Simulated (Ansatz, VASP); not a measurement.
**MnO: VASP beside Ansatz**

Contents of INCAR:

```
  ALGO = Normal
  EDIFF = 1E-6
  EDIFFG = -0.01
  ENCUT = 600
  GGA = PE
  IBRION = 2
  ISIF = 3
  ISMEAR = -1
  ISPIN = 2
  LASPH = True
  LCHARG = False
  LMAXMIX = 4
  LORBIT = 11
  LREAL = False
  LWAVE = False
  MAGMOM = 4 0
  NELM = 150
  NSW = 60
  PREC = Accurate
  PSTRESS = 0
  SIGMA = 0.05
```

Contents of KPOINTS:

```
k-points
0
Gamma
  7 7 7
```

The input POSCAR:

```
MnO
1.0
    2.9712935166     -1.7169813801      0.0000000000
    2.9712935166      1.7169813801      0.0000000000
   -1.9846287531      0.0000000000      2.8103092467
Mn O
1 1
Direct
    0.5001990000      0.5001990000      0.5006650000
    0.7498025000      0.7498025000      0.2493360000
```

The input input.yaml:

```yaml
crystal:
  lattice:
    - [2.9712935166, -1.7169813801, 0.0]
    - [2.9712935166, 1.7169813801, 0.0]
    - [-1.9846287531, 0.0, 2.8103092467]
  atoms:
    - { symbol: Mn, position: [0.500199, 0.500199, 0.500665], spin: 4.0 }
    - { symbol: O, position: [0.7498025, 0.7498025, 0.249336] }
hamiltonian:
  xc: pbe
  pseudopotentials: { kind: paw }
magnetization:
  spin_polarized: true
kpoints:
  mp_grid: { grid: [7, 7, 7] }
scf:
  occupations: { method: fermi_dirac, width: 0.05 }
output:
  forces: true
  stress: true
  eigenvalues: true
  write_density: true
  write_potential: true
  elf: true
  volumetric_format: npy
relax:
  f_tol: 0.01
  max_steps: 40
  cell: { stress_tol: 0.05 }
```

The cell comes from a database or a generator and needn't be the stable form of this composition.

Alike in both runs: task relaxation of cell and atoms; functional PBE; k mesh 7 × 7 × 7; occupations fermi-dirac, width 0.05 eV; collinear spin, ferromagnetic start.

|  | VASP | Ansatz |
| --- | --- | --- |
| version | VASP 6.6.1 | Ansatz 0.2.0 |
| potentials or method | VASP PAW PBE potentials, release 64 (Mn_pv, O) | Ansatz PAW |
| plane-wave cutoff (eV) | 600 | 420 |
| valence electrons in the cell | 19 | 21 |

Ansatz gave:

```
gap on the k mesh at the Fermi level, each at its own relaxed structure (eV) : none
net moment per atom (μB)                                                     : 2.50
size of the moment on the site where the two differ most (μB)                : 3.98
relaxed volume (Å³/atom)                                                     : 13.83
relaxed cell length with the largest relative difference (Å)                 : 3.394
energy change over the relaxation (meV/atom)                                 : -6
```

Problem. Which values does VASP return?

Solution. gap on the k mesh at the Fermi level, each at its own relaxed structure (eV): none; net moment per atom (μB): 2.50; size of the moment on the site where the two differ most (μB): 4.42; relaxed volume (Å³/atom): 13.85; relaxed cell length with the largest relative difference (Å): 3.400; energy change over the relaxation (meV/atom): -6.

Site moments also hang on the region over which each program counts them. A gap of «none» marks a metal or a gap that the smearing closes. The two sets of potentials don't hold the same shells in valence.

Caveats: a cell with one magnetic atom can't hold antiferromagnetic order, which such compounds often take; semilocal functionals often make such compounds metallic where correlation or magnetic order opens a gap, which also shifts bond lengths; the plane-wave basis is chosen anew once the cell has moved, so the energies of steps on either side of that aren't comparable (Ansatz); the pressure holds a Pulay correction of +0.5 GPa for the finite cutoff (Ansatz). With open d or f shells a metallic result of PBE can be an artefact of self-interaction; +U or a hybrid may open a gap.
